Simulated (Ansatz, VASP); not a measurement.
# GaSb: VASP beside Ansatz

Wanted: the spread between two codes on one cell, functional and k mesh. The cell is taken from a series of runs on this material, whose earlier steps may have relaxed, scaled, displaced or heated it; both programs get it as it stands.

Calculated with Ansatz 0.2.0; plane waves, with VASP 6.6.1 beside it; zone-centre phonons at PBEsol.

### 1. Starting point

Symmetry: I-4m2, No. 119, tetragonal system. Conventional cell: a = 4.335 Å, b = 4.335 Å, c = 6.050 Å, α = 90.00°, β = 90.00°, γ = 90.00°. Ga has 4 Sb at 2.64 Å nearest. Nearest to Sb lie 4 Ga at 2.64 Å. Farther neighbours are not listed.

### 2. VASP: zone-centre phonons, PBEsol

Second derivatives magnify differences that forces hide, and they need a tight electronic threshold.

Lines of VASP's logs that name or quote its potential files are left out, and so is its time.

Input file INCAR:

```
SYSTEM = GaSb
PREC = Accurate
ENCUT = 500
EDIFF = 1E-08
NELM = 120
ISMEAR = 1
SIGMA = 0.2
LREAL = .FALSE.
ALGO = Normal
GGA = PS
NBANDS = 15
LORBIT = 11
LWAVE = .FALSE.
LCHARG = .FALSE.
ISIF = 2
IBRION = 8
LASPH = .TRUE.
GGA_COMPAT = .FALSE.
KPAR = 2
```

Input file POSCAR:

```
GaSb
1.0
    0.0000000000      3.0655582079      3.0252106427
    3.0655582079      0.0000000000      3.0252106427
    3.0655582079      3.0655582079      0.0000000000
Ga Sb
1 1
Direct
    0.0000000000      0.0000000000      0.0000000000
    0.7500000000      0.7500000000      0.7500000000
```

Input file KPOINTS:

```
Automatic mesh
0
Gamma
12 12 12
0 0 0
```

PAW data sets: Ga_d and Sb (PBE family, release 64).

Started as:

```bash
mpirun -np 2 vasp_std
```

Numbers of over 12 decimals in the logs are rounded to 6 here.

What it wrote:

```text
[banner, memory and clock lines left out]
running    2 mpi-ranks, on    1 nodes
 distrk:  each k-point on    1 cores,    2 groups
 distr:  one band on    1 cores,    1 groups

 POSCAR found type information on POSCAR GaSb
 POSCAR found :  2 types and       2 ions
|                                                                             |
|               ----> ADVICE to this user running VASP <----                  |
|                                                                             |
|     You enforced a specific xc type in the INCAR file but a different       |
|     [... a line on the potential file left out ...]
|     I HOPE YOU KNOW WHAT YOU ARE DOING!                                     |
|                                                                             |

 LDA part: xc-table for (Slater+PW92), standard interpolation
 POSCAR, INCAR and KPOINTS ok, starting setup
 FFT: planning ... GRIDC
 FFT: planning ... GRID_SOFT
 FFT: planning ... GRID
 WAVECAR not read
 entering main loop
       N       E                     dE             d eps       ncg     rms          rms(c)
DAV:   1     0.787529434799E+02    0.78753E+02   -0.84975E+03  4978   0.144E+03
DAV:   2    -0.218158823644E+01   -0.80935E+02   -0.78098E+02  5513   0.295E+02
DAV:   3    -0.814818599436E+01   -0.59666E+01   -0.59422E+01  5884   0.667E+01
DAV:   4    -0.825197196727E+01   -0.10379E+00   -0.10376E+00  5976   0.988E+00
DAV:   5    -0.825455130609E+01   -0.25793E-02   -0.25793E-02  6339   0.137E+00    0.315E+00
DAV:   6    -0.817965528649E+01    0.74896E-01   -0.87827E-02  6391   0.526E+00    0.185E+00
DAV:   7    -0.815332741853E+01    0.26328E-01   -0.45205E-02  6129   0.200E+00    0.364E-01
DAV:   8    -0.815336405659E+01   -0.36638E-04   -0.49173E-03  6398   0.886E-01    0.102E-01
DAV:   9    -0.815364337317E+01   -0.27932E-03   -0.45051E-04  5562   0.174E-01    0.376E-02
DAV:  10    -0.815363707575E+01    0.62974E-05   -0.19838E-05  6520   0.395E-02    0.103E-02
DAV:  11    -0.815364654629E+01   -0.94705E-05   -0.12269E-05  5597   0.251E-02    0.450E-03
DAV:  12    -0.815364665801E+01   -0.11172E-06   -0.46347E-07  6459   0.686E-03    0.757E-04
DAV:  13    -0.815364664380E+01    0.14208E-07   -0.42883E-08  5674   0.139E-03    0.501E-04
DAV:  14    -0.815364668843E+01   -0.44628E-07   -0.41026E-09  5035   0.847E-04    0.467E-05
DAV:  15    -0.815364669451E+01   -0.60800E-08   -0.66878E-10  3397   0.332E-04
   1 F= -.81536467E+01 E0= -.81537839E+01  d E =0.411529E-03
 Linear response reoptimize wavefunctions to high precision
DAV:   1    -0.815364668990E+01    0.46066E-08   -0.16197E-10  3908   0.159E-04
DAV:   2    -0.815364668990E+01   -0.90949E-12   -0.43947E-11  3089   0.681E-05
 Linear response DOF=           4
 Linear response progress:
  Degree of freedom:   1/  4
       N       E                     dE             d eps       ncg     rms          rms(c)
RMM:   1    -0.166010307299E+00   -0.16601E+00    0.67004E-02 17811   0.803E+00
RMM:   2    -0.164826742745E+00    0.11836E-02   -0.26982E-02 26884   0.135E+00    0.391E-02
RMM:   3    -0.164931334969E+00   -0.10459E-03   -0.32406E-03 28032   0.418E-01    0.267E-02
RMM:   4    -0.164811159847E+00    0.12018E-03   -0.13076E-03 30436   0.192E-01    0.125E-02
RMM:   5    -0.164815253328E+00   -0.40935E-05   -0.62475E-05 29524   0.516E-02    0.440E-03
RMM:   6    -0.164823730588E+00   -0.84773E-05   -0.97005E-06 29774   0.215E-02    0.399E-04
RMM:   7    -0.164820721755E+00    0.30088E-05   -0.16612E-06 29131   0.929E-03    0.500E-04
RMM:   8    -0.164823604832E+00   -0.28831E-05   -0.24563E-07 29364   0.429E-03    0.149E-04
RMM:   9    -0.164825194654E+00   -0.15898E-05   -0.23456E-07 29561   0.198E-03    0.622E-05
RMM:  10    -0.164825923653E+00   -0.72900E-06    0.18017E-07 29811   0.971E-04    0.175E-05
RMM:  11    -0.164825846356E+00    0.77297E-07   -0.61234E-08 29298   0.474E-04    0.135E-05
RMM:  12    -0.164825943258E+00   -0.96902E-07   -0.65264E-08 29823   0.237E-04    0.579E-06
RMM:  13    -0.164826011048E+00   -0.67790E-07   -0.56952E-09 29556   0.121E-04    0.868E-07
RMM:  14    -0.164825993085E+00    0.17962E-07   -0.62205E-09 29387   0.653E-05    0.295E-06
RMM:  15    -0.164826019126E+00   -0.26040E-07    0.73320E-09 29236   0.376E-05    0.179E-07
RMM:  16    -0.164826010164E+00    0.89623E-08    0.61066E-09 26157   0.232E-05    0.148E-06
 first order change of Fermi-energy  -0.87452E-05
 force on displaced ion       1 direction 1 :  -7.903   0.000   0.000
 Linear response progress:
  Degree of freedom:   2/  4
       N       E                     dE             d eps       ncg     rms          rms(c)
RMM:   1    -0.165901726545E+00   -0.16590E+00    0.71892E-02 10460   0.805E+00
RMM:   2    -0.164736558057E+00    0.11652E-02   -0.26379E-02 15685   0.133E+00    0.391E-02
RMM:   3    -0.164867303205E+00   -0.13075E-03   -0.35239E-03 16300   0.419E-01    0.262E-02
RMM:   4    -0.164768373905E+00    0.98929E-04   -0.18921E-03 17714   0.196E-01    0.123E-02
RMM:   5    -0.164732198982E+00    0.36175E-04   -0.73709E-05 17245   0.514E-02    0.466E-03
RMM:   6    -0.164740363186E+00   -0.81642E-05   -0.11282E-05 17365   0.213E-02    0.429E-04
RMM:   7    -0.164734640711E+00    0.57225E-05   -0.27547E-06 17002   0.925E-03    0.616E-04
RMM:   8    -0.164737718773E+00   -0.30781E-05   -0.68487E-07 17136   0.425E-03    0.161E-04
RMM:   9    -0.164739160694E+00   -0.14419E-05   -0.16536E-07 16936   0.196E-03    0.763E-05
RMM:  10    -0.164740042380E+00   -0.88169E-06   -0.49619E-08 17348   0.992E-04    0.223E-05
RMM:  11    -0.164739983661E+00    0.58719E-07   -0.87452E-09 17152   0.481E-04    0.128E-05
RMM:  12    -0.164739999069E+00   -0.15408E-07   -0.53592E-09 17540   0.242E-04    0.120E-05
RMM:  13    -0.164740143686E+00   -0.14462E-06   -0.16719E-10 16945   0.127E-04    0.137E-06
RMM:  14    -0.164740099223E+00    0.44463E-07    0.70658E-10 16725   0.684E-05    0.510E-06
RMM:  15    -0.164740112730E+00   -0.13507E-07    0.74389E-10 17275   0.386E-05    0.375E-06
RMM:  16    -0.164740138023E+00   -0.25293E-07   -0.37876E-10 16748   0.249E-05    0.975E-07
RMM:  17    -0.164740144614E+00   -0.65908E-08    0.75046E-10 15613   0.170E-05    0.382E-07
 first order change of Fermi-energy   0.90149E-04
 force on displaced ion       1 direction 3 :   0.000   0.000  -7.926
 Linear response progress:
  Degree of freedom:   3/  4
       N       E                     dE             d eps       ncg     rms          rms(c)
RMM:   1    -0.284710838626E-01   -0.28471E-01    0.51335E-03 28708   0.136E+00
RMM:   2    -0.256893878969E-01    0.27817E-02   -0.35492E-03 26182   0.381E-01    0.662E-02
RMM:   3    -0.256397504709E-01    0.49637E-04   -0.19629E-04 28819   0.101E-01    0.360E-02
RMM:   4    -0.256945203694E-01   -0.54770E-04   -0.38830E-05 28856   0.437E-02    0.437E-03
RMM:   5    -0.257050506155E-01   -0.10530E-04   -0.56405E-06 30079   0.151E-02    0.279E-03
RMM:   6    -0.256978581895E-01    0.71924E-05   -0.89642E-07 28317   0.506E-03    0.623E-04
RMM:   7    -0.256969988133E-01    0.85938E-06   -0.73566E-08 30113   0.158E-03    0.251E-04
RMM:   8    -0.256964310500E-01    0.56776E-06   -0.11042E-08 28492   0.549E-04    0.659E-05
RMM:   9    -0.256964000172E-01    0.31033E-07    0.29816E-09 29397   0.200E-04    0.201E-05
RMM:  10    -0.256964176467E-01   -0.17629E-07    0.29436E-09 28596   0.771E-05    0.470E-06
RMM:  11    -0.256964126555E-01    0.49912E-08    0.34005E-09 29162   0.266E-05    0.423E-06
 first order change of Fermi-energy   0.68921E-04
 force on displaced ion       2 direction 1 :  -7.937  -0.000  -0.000
 Linear response progress:
  Degree of freedom:   4/  4
       N       E                     dE             d eps       ncg     rms          rms(c)
RMM:   1    -0.282152229497E-01   -0.28215E-01    0.65321E-03 16687   0.136E+00
RMM:   2    -0.256630739044E-01    0.25521E-02   -0.35021E-03 15355   0.374E-01    0.654E-02
RMM:   3    -0.256026876195E-01    0.60386E-04   -0.20339E-04 16802   0.101E-01    0.357E-02
RMM:   4    -0.256485192008E-01   -0.45832E-04   -0.40562E-05 16868   0.437E-02    0.442E-03
RMM:   5    -0.256587584500E-01   -0.10239E-04   -0.56454E-06 17688   0.152E-02    0.278E-03
RMM:   6    -0.256525904055E-01    0.61680E-05   -0.85187E-07 16761   0.501E-03    0.795E-04
RMM:   7    -0.256513323561E-01    0.12580E-05   -0.70293E-08 17421   0.154E-03    0.264E-04
RMM:   8    -0.256505458802E-01    0.78648E-06   -0.15432E-08 16889   0.548E-04    0.613E-05
RMM:   9    -0.256505066504E-01    0.39230E-07   -0.17801E-09 17079   0.193E-04    0.173E-05
RMM:  10    -0.256505326644E-01   -0.26014E-07   -0.72859E-10 16751   0.753E-05    0.259E-06
RMM:  11    -0.256505301291E-01    0.25353E-08   -0.47749E-11 17015   0.252E-05    0.337E-06
 first order change of Fermi-energy   0.65240E-03
 force on displaced ion       2 direction 3 :   0.000   0.000  -7.964
 Linear response finished
```

From OUTCAR (step 2):

```text
ion  position               nearest neighbor table
   1  0.000  0.000  0.000-   2 2.64   2 2.64   2 2.64   2 2.64
   2  0.750  0.750  0.750-   1 2.64   1 2.64   1 2.64   1 2.64

  LATTYP: Found a body centered tetragonal cell.
 ALAT       =     4.3353539939
 C/A-ratio  =     1.3956002887

 Subroutine GETGRP returns: Found  8 space group operations
 (whereof  8 operations were pure point group operations)

The static configuration has the point symmetry D_2d.

 Found    163 irreducible k-points:

   k-points           NKPTS =    163   k-points in BZ     NKDIM =    163   number of bands    NBANDS=     15

   dimension x,y,z NGX =    32 NGY =   32 NGZ =   32
   dimension x,y,z NGXF=    64 NGYF=   64 NGZF=   64

   ENCUT  =  500.0 eV  36.75 Ry    6.06 a.u.   7.85  7.85  7.90*2*pi/ulx,y,z

   NELECT =      18.0000    total number of electrons

 k-points in reciprocal lattice and weights: Automatic mesh
   0.00000000  0.00000000  0.00000000       0.001
   0.08333333  0.00000000  0.00000000       0.005
   0.16666667  0.00000000  0.00000000       0.005
   0.25000000  0.00000000  0.00000000       0.005
   0.33333333  0.00000000  0.00000000       0.005
   0.41666667  0.00000000  0.00000000       0.005
   0.50000000  0.00000000  0.00000000       0.002
   0.08333333  0.08333333  0.00000000       0.001
   0.16666667  0.08333333  0.00000000       0.005
[...]
-0.33333333  0.16666667  0.50000000       0.002
  -0.25000000  0.25000000  0.50000000       0.001

 average (electrostatic) potential at core
       1 -65.4888       2 -87.4295

  Total        0.0295077      0.0295077      0.2296037      0.0000000      0.0000000      0.0000000
  in kB        0.8314588      0.8314588      6.4697091      0.0000000      0.0000000      0.0000000
  external PRESSURE =       2.7108755 kB  Pullay stress =       0.0000000 kB

  energy-cutoff  :      500.00
  volume of cell :       56.86
      direct lattice vectors                 reciprocal lattice vectors
     0.000000000  3.065558208  3.025210643    -0.163102432  0.163102432  0.165277747
     3.065558208  0.000000000  3.025210643     0.163102432 -0.163102432  0.165277747
     3.065558208  3.065558208  0.000000000     0.163102432  0.163102432 -0.165277747

 POSITION                                       TOTAL-FORCE (eV/Angst)
 -----------------------------------------------------------------------------------
      0.00000      0.00000      0.00000         0.000000     -0.000000      0.000000
      4.59834      4.59834      4.53782        -0.000000      0.000000     -0.000000
 -----------------------------------------------------------------------------------
    total drift:                               -0.000001     -0.000001      0.000000

 Eigenvectors and eigenvalues of the dynamical matrix
 ----------------------------------------------------

   1 f  =    6.615945 THz    41.569207 2PiTHz  220.684166 cm-1    27.361337 meV
             X         Y         Z           dx          dy          dz
      0.000000  0.000000  0.000000     0.000000   -0.000000   -0.796723
      4.598337  4.598337  4.537816     0.000000    0.000000    0.604344

   2 f  =    6.605552 THz    41.503908 2PiTHz  220.337503 cm-1    27.318356 meV
             X         Y         Z           dx          dy          dz
      0.000000  0.000000  0.000000    -0.796784    0.000000    0.000000
      4.598337  4.598337  4.537816     0.604264    0.000000    0.000000

   3 f  =    6.605552 THz    41.503908 2PiTHz  220.337503 cm-1    27.318356 meV
             X         Y         Z           dx          dy          dz
      0.000000  0.000000  0.000000     0.000000    0.796784   -0.000000
      4.598337  4.598337  4.537816     0.000000   -0.604264    0.000000

   4 f/i=    0.006829 THz     0.042906 2PiTHz    0.227780 cm-1     0.028241 meV
             X         Y         Z           dx          dy          dz
      0.000000  0.000000  0.000000    -0.604264    0.000000    0.000000
      4.598337  4.598337  4.537816    -0.796784    0.000000    0.000000

   5 f/i=    0.006829 THz     0.042906 2PiTHz    0.227780 cm-1     0.028241 meV
             X         Y         Z           dx          dy          dz
      0.000000  0.000000  0.000000     0.000000   -0.604264    0.000000
      4.598337  4.598337  4.537816     0.000000   -0.796784    0.000000

   6 f/i=    0.007503 THz     0.047141 2PiTHz    0.250266 cm-1     0.031029 meV
             X         Y         Z           dx          dy          dz
      0.000000  0.000000  0.000000     0.000000    0.000000    0.604344
      4.598337  4.598337  4.537816     0.000000    0.000000    0.796723

 ELASTIC MODULI CONTR FROM IONIC RELAXATION (kBar)
 Direction    XX          YY          ZZ          XY          YZ          ZX
 --------------------------------------------------------------------------------
 XX           0.0000      0.0000      0.0000      0.0000      0.0000      0.0000
 YY           0.0000      0.0000      0.0000      0.0000      0.0000      0.0000
 ZZ           0.0000      0.0000      0.0000      0.0000      0.0000      0.0000
 XY           0.0000      0.0000      0.0000   -174.0457      0.0000      0.0000
 YZ           0.0000      0.0000      0.0000      0.0000   -181.9047     -0.0000
 ZX           0.0000      0.0000      0.0000      0.0000     -0.0000   -158.8712
 --------------------------------------------------------------------------------
```

[end of part 1 of 2]

[Lines on the potential files, build, host, timing and source positions are cut from VASP's logs without a mark.]

[Logs are printed without paths, hosts, clocks, repeated set-up lines and the standing remarks that a program may print on its own settings, such as how far it seeks lower states.]

[Hosts, paths, dates, database ids (printed as entryN), source tags and the programs' standing remarks are cut or masked in the printed files.]
